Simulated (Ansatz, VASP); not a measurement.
**One calculation of BAs, two programs**

```
B As
1.0
     0.00000    2.30783    2.30783
     2.30783    0.00000    2.30783
     2.30783    2.30783    0.00000
B As
1 1
Direct
  0.00000 0.00000 0.00000
  0.50000 0.50000 0.50000
```

Measurements of this composition are mostly on another form, of space group No. 216.

Alike in both runs: task single point; functional PBE; k mesh 15 × 15 × 15; occupations fermi-dirac, width 0.08 eV; no spin polarisation.

|  | VASP | Ansatz |
| --- | --- | --- |
| version | VASP 6.6.1 | Ansatz 0.2.0 |
| potentials or method | VASP PAW PBE potentials, release 64 (B, As), cutoff 520 eV | all-electron LAPW, scalar-relativistic |

```csv
,VASP,Ansatz,Ansatz less VASP
pressure (GPa),0.3,0.0,-0.33
```

Ansatz ran all-electron here, so the differences hold the error of VASP's frozen core and of both bases.
